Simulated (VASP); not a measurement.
# AlN (P6_3mc) in VASP: notebook, part 2 of 2

VASP 6.6.1. Earlier steps stand in the parts before.

## 4. Density of states, LDA

Contents of POSCAR:

```
AlN
1.0
    3.1130000000      0.0000000000      0.0000000000
   -1.5565000000      2.6959370820      0.0000000000
    0.0000000000      0.0000000000      4.9810000000
Al N
2 2
Direct
    0.6666666667      0.3333333333      0.5000000000
    0.3333333333      0.6666666667      0.0000000000
    0.6666666667      0.3333333333      0.8800000000
    0.3333333333      0.6666666667      0.3800000000
```

Contents of INCAR.step1:

```
ALGO = Normal
EDIFF = 1E-6
ENCUT = 520
ISIF = 2
ISMEAR = 0
LASPH = True
LCHARG = True
LREAL = False
LWAVE = False
NBANDS = 16
NELM = 100
PREC = Accurate
SIGMA = 0.02
```

Contents of KPOINTS.step1:

```
k-points
0
Gamma
  10 10 6
```

Contents of INCAR.step2:

```
ALGO = Normal
EDIFF = 1E-6
ENCUT = 520
ICHARG = 11
ISIF = 2
ISMEAR = -5
LASPH = True
LCHARG = False
LORBIT = 11
LREAL = False
LWAVE = False
NBANDS = 16
NEDOS = 1001
NELM = 100
PREC = Accurate
SIGMA = 0.02
```

Contents of KPOINTS.step2:

```
k-points
0
Gamma
  15 15 9
```

Potentials or basis: VASP PAW LDA potentials, release 64 (Al, N).

Run with:

```
> cat potpaw_LDA.64/Al/POTCAR potpaw_LDA.64/N/POTCAR > POTCAR
> cp INCAR.step1 INCAR
> cp KPOINTS.step1 KPOINTS
> mpirun -np 1 vasp_std > vasp.out
> cp INCAR.step2 INCAR
> cp KPOINTS.step2 KPOINTS
> mpirun -np 1 vasp_std > vasp.out
```

OUTCAR:

```text
EDIFF = 1E-6
   ENCUT = 520
   ICHARG = 11
   ISIF = 2
   ISMEAR = -5
   LASPH = True
   LORBIT = 11
   LREAL = False
   NELM = 100
   PREC = Accurate

 ion  position               nearest neighbor table
   1  0.667  0.333  0.500-   3 1.89   4 1.89   4 1.89   4 1.89   2 3.07   2 3.07   2 3.07   2 3.07
                             2 3.07   2 3.07
   2  0.333  0.667  0.000-   4 1.89   3 1.89   3 1.89   3 1.89   1 3.07   1 3.07   1 3.07   1 3.07
                             1 3.07   1 3.07
   3  0.667  0.333  0.880-   1 1.89   2 1.89   2 1.89   2 1.89
   4  0.333  0.667  0.380-   2 1.89   1 1.89   1 1.89   1 1.89

  LATTYP: Found a hexagonal cell.
 ALAT       =     3.1130000000
 C/A-ratio  =     1.6000642467

  Lattice vectors:

 A1 = (   3.1130000000,   0.0000000000,   0.0000000000)
 A2 = (  -1.5565000000,   2.6959370820,   0.0000000000)
 A3 = (   0.0000000000,   0.0000000000,   4.9810000000)

Analysis of symmetry for initial positions (statically):
=====================================================================
 Subroutine PRICEL returns:
 Original cell was already a primitive cell.

[... 187 lines left out ...]
      1      -9.1424      2.00000
      2      -6.9201      2.00000
      3      -0.1699      2.00000
      4       5.0217      2.00000
      5       5.0217      2.00000
      6       5.6785      2.00000
[... 433 lines left out ...]
      3       0.7492      2.00000
      4       1.9710      2.00000
      5       2.5760      2.00000
      6       2.8608      2.00000
[... 8 lines left out ...]
     15      18.6785      0.00000
     16      20.2059      0.00000

 [... further k-points ...]
[... 5 lines left out ...]
  --------------------------------------------------------------------------------------
  -------------------------------------------------------------------------------------
  Total       -1.2149633     -1.2149633     -0.7686381      0.0000000      0.0000000     -0.0000000
  in kB      -46.5659366    -46.5659366    -29.4596173      0.0000000      0.0000000     -0.0000000
  external PRESSURE =     -40.8638302 kB  Pullay stress =       0.0000000 kB

 VOLUME and BASIS-vectors are now :
 -----------------------------------------------------------------------------
  energy-cutoff  :      520.00
  volume of cell :       41.80
      direct lattice vectors                 reciprocal lattice vectors
     3.113000000  0.000000000  0.000000000     0.321233537  0.185464269  0.000000000
    -1.556500000  2.695937082  0.000000000     0.000000000  0.370928538  0.000000000
     0.000000000  0.000000000  4.981000000     0.000000000  0.000000000  0.200762899

 POSITION                                       TOTAL-FORCE (eV/Angst)
 -----------------------------------------------------------------------------------
      1.55650      0.89865      2.49050        -0.000000     -0.000000     -0.119316
     -0.00000      1.79729      0.00000        -0.000000      0.000000     -0.119316
      1.55650      0.89865      4.38328         0.000000      0.000000      0.119316
     -0.00000      1.79729      1.89278        -0.000000     -0.000000      0.119316
 -----------------------------------------------------------------------------------
    total drift:                               -0.000000      0.000000      0.000449

  FREE ENERGIE OF THE ION-ELECTRON SYSTEM (eV)
  ---------------------------------------------------
  free  energy   TOTEN  =       -32.8297505773 eV

  energy  without entropy=      -32.8297505773  energy(sigma->0) =      -32.82975058

 total charge

# of ion       s       p       d       tot
------------------------------------------
    1        0.375   0.451   0.000   0.825
    2        0.375   0.451   0.000   0.825
    3        1.210   2.609   0.000   3.819
    4        1.210   2.609   0.000   3.819
--------------------------------------------------
tot          3.169   6.120   0.000   9.289
```

OSZICAR.step1:

```text
N       E                     dE             d eps       ncg     rms          rms(c)
DAV:   1     0.397318521495E+02    0.39732E+02   -0.73507E+03  1792   0.893E+02
DAV:   2    -0.345976369347E+02   -0.74329E+02   -0.68242E+02  2560   0.181E+02
DAV:   3    -0.378582771503E+02   -0.32606E+01   -0.32510E+01  2216   0.385E+01
DAV:   4    -0.378749213026E+02   -0.16644E-01   -0.16643E-01  2240   0.332E+00
DAV:   5    -0.378750883732E+02   -0.16707E-03   -0.16707E-03  2224   0.323E-01    0.122E+01
DAV:   6    -0.329433811073E+02    0.49317E+01   -0.11442E+01  1896   0.239E+01    0.432E+00
DAV:   7    -0.328912137049E+02    0.52167E-01   -0.49988E-01  2152   0.465E+00    0.281E+00
DAV:   8    -0.328324398004E+02    0.58774E-01   -0.71197E-02  1896   0.224E+00    0.350E-01
DAV:   9    -0.328296366139E+02    0.28032E-02   -0.57971E-03  2216   0.545E-01    0.223E-01
DAV:  10    -0.328297933483E+02   -0.15673E-03   -0.60057E-04  1968   0.154E-01    0.117E-01
DAV:  11    -0.328297422316E+02    0.51117E-04   -0.88977E-05  2136   0.697E-02    0.206E-02
DAV:  12    -0.328297418231E+02    0.40851E-06   -0.14578E-06  1816   0.932E-03
   1 F= -.32829742E+02 E0= -.32829742E+02  d E =-.126001E-19
```

Wall time 37 s (1 thread of AMD EPYC 9R45 (Zen 5), shared host); peak memory 0.16 GiB.

Results:

```
Valence electrons inside the program's atomic spheres : Al 0.82; N 3.82
```

States per cell in windows of 1 eV (zero at the valence-band top; states under -8 eV left out):
```tsv
from (eV)	total	N3_p	N4_p	Al1_p	Al2_p	Al1_s	Al2_s
-8.0	0.00	0.00	0.00	0.00	0.00	0.00	0.00
-7.0	0.00	0.00	0.00	0.00	0.00	0.00	0.00
-6.0	1.21	0.18	0.18	0.03	0.03	0.07	0.07
-5.0	2.06	0.33	0.33	0.05	0.05	0.11	0.11
-4.0	1.32	0.24	0.24	0.04	0.04	0.04	0.04
-3.0	1.93	0.41	0.41	0.08	0.08	0.03	0.03
-2.0	3.09	0.77	0.77	0.12	0.12	0.02	0.02
-1.0	2.46	0.69	0.69	0.07	0.07	0.00	0.00
0.0	0.00	0.00	0.00	0.00	0.00	0.00	0.00
1.0	0.00	0.00	0.00	0.00	0.00	0.00	0.00
2.0	0.00	0.00	0.00	0.00	0.00	0.00	0.00
3.0	0.00	0.00	0.00	0.00	0.00	0.00	0.00
4.0	0.04	0.00	0.00	0.00	0.00	0.00	0.00
5.0	1.28	0.06	0.06	0.05	0.05	0.02	0.02
6.0	1.80	0.12	0.12	0.07	0.07	0.03	0.03
7.0	0.90	0.08	0.08	0.03	0.03	0.02	0.02
```

## 5. Overview

```csv
task,k mesh for the DOS,occupations for the DOS,gap on the mesh (eV)
Born charges and dielectric tensor,-,-,4.25
optical spectrum,-,-,4.25
density of states,15 × 15 × 9,tetrahedron,-
```

Alike in all rows: level LDA; potentials or basis VASP PAW LDA potentials, release 64 (Al, N); no spin polarisation; cell as given; k mesh 10 × 10 × 6; cutoff (eV) 520; smearing gaussian 0.02 eV.

Caveats: spectra need much finer meshes, so this one isn't converged (some runs); independent-particle spectra lack excitons (some runs).

Total energies depend on the potentials used, so only differences within one code and one set of settings carry meaning.

## 6. Against experiment

Step 2. A measured gap of AlN is 6.034 eV (an exciton energy, a little under the gap; 10 K; quoted in “Self-assembly of well-separated AlN nanowires directly on sputtered metallic TiN films”, 2019, arxiv:1910.07391); the calculated 4.25 eV misses it by -1.79 eV. 2 values of this kind are on record (6.034 to 6.0343 eV); this one was drawn at random. The value is that of LDA on a finite k mesh, which can miss the band edges, without temperature or zero-point motion. Semilocal functionals fall short of measured gaps as a rule.

Step 3. Measured gap of AlN: 6.034 eV (an exciton energy, a little under the gap; 10 K; quoted in “Self-assembly of well-separated AlN nanowires directly on sputtered metallic TiN films”, 2019, arxiv:1910.07391). This calculation gives 4.25 eV (-1.79 eV). 2 values of this kind are on record (6.034 to 6.0343 eV); this one was drawn at random. The value is that of LDA on a finite k mesh, which can miss the band edges, without temperature or zero-point motion. Semilocal functionals fall short of measured gaps as a rule.
